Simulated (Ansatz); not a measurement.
**Lattice dynamics of GaAs (F-43m)**

Aim: the phonons of GaAs (F-43m) at a cell relaxed beforehand at this level. After the zone centre comes a 4×4×4 q mesh on a 12×12×12 k mesh.

Main program and level: Ansatz 0.2.0; DFT PBE, scalar-relativistic, plane waves, PAW.

This is a report of a sequence of runs, with most program output left out.

## Step 1: Starting point

The structure is cubic, space group F-43m (No. 216). The conventional cell has a = 5.745 Å, b = 5.745 Å, c = 5.745 Å, α = 90.00°, β = 90.00°, γ = 90.00°. Nearest to Ga lie 4 As at 2.49 Å. Nearest to As lie 4 Ga at 2.49 Å. Farther neighbours are not listed.

Coordinates:

```cif
data_structure
_symmetry_space_group_name_H-M 'P 1'
_symmetry_Int_Tables_number 1
_cell_length_a 4.0626
_cell_length_b 4.0626
_cell_length_c 4.0626
_cell_angle_alpha 60.000
_cell_angle_beta 60.000
_cell_angle_gamma 60.000
_cell_volume 47.41
loop_
_atom_site_label
_atom_site_type_symbol
_atom_site_fract_x
_atom_site_fract_y
_atom_site_fract_z
_atom_site_occupancy
Ga1 Ga 0.00000 0.00000 0.00000 1
As2 As 0.25000 0.25000 0.25000 1
```

## Step 2: Zone-centre response

The cell comes from relaxations at this level that are not shown. The zone centre comes first: it holds the modes that light can see, as far as symmetry allows. No field response is asked.

input.yaml

```yaml
crystal:
  lattice:
    - [0.0, 2.8726922801, 2.8726922801]
    - [2.8726922801, 0.0, 2.8726922801]
    - [2.8726922801, 2.8726922801, 0.0]
  atoms:
    - { symbol: Ga, position: [0.0, 0.0, 0.0] }
    - { symbol: As, position: [0.25, 0.25, 0.25] }
kpoints:
  mp_grid: { grid: [12, 12, 12] }
hamiltonian:
  xc: pbe
scf:
  occupations: { method: gaussian, width: 0.02 }
output:
  eigenvalues: true
phonons:
  method: dfpt
```

Run with:

```
$ ansatz run input.yaml --threads 4 --pin off --max-ram 7168MiB --backend cpu --events-out ev --progress --plain --runs-dir out
```

Wall time 13 s (4 threads of Arm Neoverse V1, shared host); peak memory 0.72 GiB; 47 s of CPU time.

This step gave:

| Property | Result |
| --- | --- |
| gap on the k-mesh | 0.1607 eV |
| volume per atom | 23.71 Å³ |
| sum-rule residual before enforcement | 1.05e-5 eV/Å² |
| point group | -43m |
| highest optical mode at the zone centre (no LO-TO term) | 251.9 cm⁻¹ |
| lowest optical zone-centre mode | 251.9 cm⁻¹ |

Without the LO-TO term. Patterns of degenerate modes are one choice out of their space. The modes at Γ (shares of kinetic energy by element, %):

```
mode  frequency (cm⁻¹)  symmetry  Ga %  As %
   1               0.0  acoustic    48    52
   2               0.0  acoustic    48    52
   3               0.0  acoustic    48    52
   4             251.9        T2    52    48
   5             251.9        T2    52    48
   6             251.9        T2    52    48
```

Displacements in mode 6 (251.9 cm⁻¹), the largest set to 1:
```
Ga1  0.00  1.00  0.00
As2  0.00 -0.93  0.00
```

Before it was imposed, the acoustic sum rule was missed by 1.1e-5 eV/Å². Small misses are needed for a sound result but don't prove that mesh and cutoff are converged. The lowest optical mode is real, 252 cm⁻¹.

## Step 3: Response at finite wavevector

Stability and thermal properties need the whole zone. Linear response on a 4×4×4 q mesh gives force constants as far as a supercell of that size would.

Edit input.yaml of step 2 so:

```diff
@@ -18 +18,8 @@
   method: dfpt
+  qmesh: [4, 4, 4]
+  temperatures: { t_max: 1000, t_step: 50 }
+  qpath:
+    path:
+      - [[0.0, 0.0, 0.0], [-0.5, -0.5, 0.0], [-0.375, -0.375, 0.25]]
+      - [[-0.375, 0.0, 0.375], [0.0, 0.0, 0.0], [0.0, 0.0, 0.5], [-0.5, -0.25, 0.25], [-0.5, -0.5, 0.0]]
+    npoints: 10
```

It took 6.5 min on 4 threads; peak memory 3.4 GiB; 25 min of CPU time.

This step gave:

```yaml
sum_rule_residual_before_enforcement: 6.84e-6 eV/Å²
lowest_frequency_on_the_path: 0 cm⁻¹
highest_frequency_on_the_path_or_at_a_solved_wavevector: 268.9 cm⁻¹
mean_frequency: 170.3 cm⁻¹
debye_temperature_second_moment: 345 K
logarithmic_mean_frequency: 149.9 cm⁻¹
lowest_mode_on_the_q_mesh_acoustic_modes_at_gamma_apart: 49.47 cm⁻¹
zero_point_energy_per_atom: 31.67 meV
heat_capacity_at_300_k: 23.38 J/(mol atoms K)
vibrational_entropy_at_300_k: 33.97 J/(mol atoms K)
```

Frequencies (cm⁻¹) solved at each irreducible wavevector; negative means imaginary. Frequencies by wavevector, by row:

```
q in reciprocal lattice units  star  mode 1  mode 2  mode 3  mode 4  mode 5  mode 6
                        0 0 0     1       0       0       0   251.9   251.9   251.9
                     0 0 0.25     8    49.5    49.5   121.3   245.2   245.2     257
                     0 0 -0.5     4    59.7    59.7   197.3   219.6   243.2   243.2
                  0 0.25 0.25     6      66      66   123.4   237.6   237.6   261.1
                  0 0.25 -0.5    24    73.1    96.5     168   218.5   235.9   247.6
                 0 0.25 -0.25    12      70      96   150.2   219.6   238.1   252.5
                  0 -0.5 -0.5     3    74.7    74.7   207.3   223.6   234.2   234.2
              0.25 -0.5 -0.25     6    91.8   104.1   184.3   191.8   234.8   246.7
```

Interpolated from a 4×4×4 q mesh, with the LO-TO term (at Γ the limit along the path; where Γ stands inside the path, tables give the limit on arrival). The phonon branches at the labelled points (cm⁻¹):

| point | branch 1 | branch 2 | branch 3 | branch 4 | branch 5 | branch 6 |
| --- | --- | --- | --- | --- | --- | --- |
| Γ | 0 | 0 | 0 | 252 | 252 | 269 |
| halfway | 66 | 66 | 123 | 238 | 238 | 261 |
| X | 75 | 75 | 207 | 224 | 234 | 234 |
| halfway | 77 | 84 | 200 | 215 | 234 | 240 |
| U | 79 | 96 | 188 | 202 | 234 | 248 |
| jump to K | 79 | 96 | 188 | 202 | 234 | 248 |
| halfway | 57 | 84 | 125 | 239 | 242 | 253 |
| Γ | 0 | 0 | 0 | 252 | 252 | 269 |
| halfway | 50 | 50 | 121 | 245 | 245 | 257 |
| L | 60 | 60 | 197 | 220 | 243 | 243 |
| halfway | 76 | 92 | 176 | 208 | 238 | 248 |
| W | 92 | 104 | 184 | 192 | 235 | 247 |
| halfway | 83 | 88 | 195 | 208 | 235 | 242 |
| X | 75 | 75 | 207 | 224 | 234 | 234 |

Tetrahedra on a 20×20×20 mesh, mean over bins of 5 cm-1. Interpolated from a 4×4×4 q mesh. The phonon density of states by wavenumber; read off at these points:

wavenumber (cm⁻¹), phonon density of states (1/cm⁻¹/cell) and a bar:
```
        2      0.000 
       18      0.001 
       28      0.002 
       42      0.005 #
       52      0.011 ##
       68      0.038 #########
       78      0.066 ###############
       92      0.036 ########
      102      0.009 ##
      118      0.003 #
      128      0.005 #
      142      0.007 ##
      152      0.010 ##
      168      0.018 ####
      172      0.028 ######
      178      0.025 ######
      192      0.007 #
      202      0.019 ####
      218      0.023 #####
      228      0.020 ####
      238      0.127 #############################
      242      0.090 #####################
      248      0.132 ##############################
      252      0.042 ##########
      268      0.005 #
```

The partial phonon density of states has structure finer than the step of the table below, so its rows give means over 10 cm⁻¹, whole bins alone (the curve runs from -10 to 287 cm⁻¹). Peaks (cm⁻¹: height): As 75.9: 0.0257, 174.8: 0.0183, 236.4: 0.0645, 247.6: 0.0703; Ga 77.7: 0.0335, 174.8: 0.0135, 217.7: 0.0156, 236.4: 0.0547, 247.6: 0.0523.

Phonopy on the run's constants, 17x17x17 mesh, Gaussian sigma 2.1 cm-1. Interpolated from a 4×4×4 q mesh. The partial phonon density of states by wavenumber; means over each step; values in 1/cm⁻¹/cell:

| wavenumber (cm⁻¹) | As | Ga |
| --- | --- | --- |
| 0 | 3.1e-5 | 2.9e-5 |
| 10 | 1.2e-4 | 1.1e-4 |
| 20 | 3.7e-4 | 3.5e-4 |
| 30 | 0.00130 | 0.00124 |
| 40 | 0.00230 | 0.00228 |
| 50 | 0.00454 | 0.00467 |
| 60 | 0.0126 | 0.0137 |
| 70 | 0.0198 | 0.0236 |
| 80 | 0.0234 | 0.0308 |
| 90 | 0.0163 | 0.0229 |
| 100 | 0.0107 | 0.0153 |
| 110 | 0.00170 | 0.00162 |
| 120 | 0.00198 | 0.00180 |
| 130 | 0.00252 | 0.00229 |
| 140 | 0.00349 | 0.00315 |
| 150 | 0.00481 | 0.00429 |
| 160 | 0.00684 | 0.00591 |
| 170 | 0.0123 | 0.00960 |
| 180 | 0.0127 | 0.00776 |
| 190 | 0.00623 | 0.00310 |
| 200 | 0.00594 | 0.00857 |
| 210 | 0.00866 | 0.0126 |
| 220 | 0.00941 | 0.0124 |
| 230 | 0.0215 | 0.0197 |
| 240 | 0.0566 | 0.0486 |
| 250 | 0.0469 | 0.0360 |
| 260 | 0.00570 | 0.00596 |
| 270 | 0.00139 | 0.00152 |
| 280 | 9.0e-7 | 9.0e-7 |

Second derivatives of the energy by pair, one row for each kind of neighbour of each atom listed. Each entry sums the pair over the periodic images of the supercell that the q mesh stands for, and in a polar crystal it holds the long-range dipole part too. Force constants by pair, by row:

| atom | neighbour | distance (Å) | third of the trace (eV/Å²) | along the pair's line (eV/Å²) |
| --- | --- | --- | --- | --- |
| Ga1 | itself | 0 | 8.412 | – |
| Ga1 | As | 2.488 | -2.151 | -5.178 |
| Ga1 | Ga | 4.063 | 0.046 | -0.4171 |
| Ga1 | As | 4.764 | 0.0045 | 0.0596 |
| Ga1 | Ga | 5.745 | -0.0189 | -0.0406 |
| Ga1 | As | 6.261 | -0.0171 | 0.1137 |
| Ga1 | Ga | 7.037 | -0.0231 | -0.0615 |
| Ga1 | As | 7.463 | 0.0111 | 0.018 |
| Ga1 | As | 7.463 | 0.0092 | 0.0178 |
| As2 | itself | 0 | 9.963 | – |
| As2 | Ga | 2.488 | -2.151 | -5.178 |
| As2 | As | 4.063 | -0.0958 | -0.4392 |
| As2 | Ga | 4.764 | 0.0045 | 0.0596 |
| As2 | As | 5.745 | -0.0057 | -0.0131 |
| As2 | Ga | 6.261 | -0.0171 | 0.1137 |
| As2 | As | 7.037 | -0.0061 | -0.0224 |
| As2 | Ga | 7.463 | 0.0111 | 0.018 |
| As2 | Ga | 7.463 | 0.0092 | 0.0178 |

Harmonic thermodynamic functions per atom, from the density of states. Interpolated from a 4×4×4 q mesh. Thermodynamic functions, by row:

```csv
T (K),F_vib (meV/atom),S (J/mol-atom/K),C_V (J/mol-atom/K)
0,31.67,0,0
50,31.04,3.95,7.292
100,27,11.7,15.38
200,7.68,24.8,21.67
300,-23.04,33.97,23.38
400,-61.94,40.8,24.04
500,-107.1,46.2,24.36
600,-157.4,50.66,24.54
700,-211.9,54.45,24.64
800,-270.1,57.75,24.71
900,-331.5,60.66,24.76
1000,-395.7,63.27,24.79
```

Harmonic mean-square displacement, third of the trace. Interpolated from a 4×4×4 q mesh. Mean square displacements, by row:

```csv
T (K),Ga1 U_eq (Å²),As2 U_eq (Å²)
0,0.00197,0.0017
100,0.00368,0.00312
300,0.00965,0.00809
600,0.01901,0.01592
```

Symmetry leaves 8 wavevectors to solve. The lowest mode among them, the acoustic zeros apart, lies at q = (0, 0, 0.25) and is real, 49.5 cm⁻¹.

## Step 4: Finite displacements in a supercell

Finite displacements in a 2×2×2 supercell give force constants from forces alone. They are exact at the wavevectors that the supercell holds, where they check the linear-response result.

Edit input.yaml of step 3 so:

```diff
@@ -17,4 +17,4 @@
 phonons:
-  method: dfpt
-  qmesh: [4, 4, 4]
+  method: fd
+  supercell: [2, 2, 2]
   temperatures: { t_max: 1000, t_step: 50 }
```

The job ended after 3.1 min (4 threads; peak memory 2.9 GiB).

Numbers from this step:

| Quantity | Value |
| --- | --- |
| atoms in the supercell | 16 |
| sum-rule residual before enforcement | 7.26e-5 eV/Å² |

Interpolated from a 2×2×2 supercell, rough between the solved points, with the LO-TO term (at Γ the limit along the path; where Γ stands inside the path, tables give the limit on arrival). The phonon branches at the labelled points (cm⁻¹):

```
    point  branch 1  branch 2  branch 3  branch 4  branch 5  branch 6
        Γ         0         0         0       252       252       269
  halfway        53        53       125       244       244       260
        X        75        75       207       224       234       234
  halfway        74        90       204       215       235       240
        U        71       117       192       206       237       245
jump to K        71       117       192       206       237       245
  halfway        47        78       126       246       246       250
        Γ         0         0         0       252       252       269
  halfway        42        42       117       248       248       257
        L        60        60       197       220       243       243
  halfway        69       104       186       213       240       245
        W        92       114       196       196       238       244
  halfway        84        94       202       209       236       241
        X        75        75       207       224       234       234
```

Tetrahedra on a 20×20×20 mesh, mean over bins of 5 cm-1. Interpolated from a 2×2×2 supercell, rough between the solved points. Phonon density of states against wavenumber; read off at these points:

wavenumber (cm⁻¹), phonon density of states (1/cm⁻¹/cell) and a bar:
```
        2      0.000 
       12      0.001 
       22      0.002 
       28      0.004 #
       38      0.008 #
       48      0.015 ###
       58      0.032 ######
       62      0.045 ########
       68      0.045 ########
       78      0.033 ######
       82      0.024 ####
       92      0.017 ###
      102      0.017 ###
      112      0.020 ####
      122      0.008 #
      132      0.005 #
      138      0.005 #
      148      0.007 #
      158      0.009 ##
      168      0.012 ##
      178      0.019 ###
      182      0.030 #####
      188      0.022 ####
      192      0.013 ##
      202      0.007 #
      212      0.023 ####
      222      0.022 ####
      232      0.020 ###
      242      0.169 ##############################
      248      0.158 ############################
      258      0.012 ##
      268      0.004 #
```

At Γ the two methods differ by at most 0.0 cm⁻¹.

## Step 5: Results

| Property | Result |
| --- | --- |
| space group (within 0.01 Å) | F-43m |
| volume per atom | 23.7 Å³ |
| gap on the k-mesh | 0.161 eV |
| highest optical mode at the zone centre (no LO-TO term) | 252 cm⁻¹ |
| lowest optical zone-centre mode | 252 cm⁻¹ |
| lowest mode on the q mesh (acoustic modes at Γ apart) | 49.5 cm⁻¹ |
| highest frequency on the path or at a solved wavevector | 269 cm⁻¹ |
| zero-point energy per atom | 31.7 meV |
| heat capacity at 300 K | 23.4 J/(mol atoms K) |
| vibrational entropy at 300 K | 34.0 J/(mol atoms K) |
| Debye temperature (second moment) | 345 K |
| imaginary modes on the 4×4×4 q mesh | none |

In words: The structure is a minimum as far as tested: no mode is imaginary at the 8 irreducible wavevectors of the 4×4×4 mesh, and the softest away from the acoustic zeros lies at 49 cm⁻¹. Without the field, the optical modes at Γ form one degenerate level at 252 cm⁻¹. Finite displacements and linear response differ by 0.0 cm⁻¹ in the highest zone-centre mode. The program warns that the interpolation holds no quadrupole term, so branches close to Γ can be off in this crystal. These are harmonic frequencies at zero temperature: anharmonic shifts, linewidths and thermal expansion are left out.

[Logs are printed without paths, hosts, clocks, repeated set-up lines and the standing remarks that a program may print on its own settings, such as how far it seeks lower states.]

[Hosts, paths, dates, database ids (printed as entryN), source tags and the programs' standing remarks are cut or masked in the printed files.]
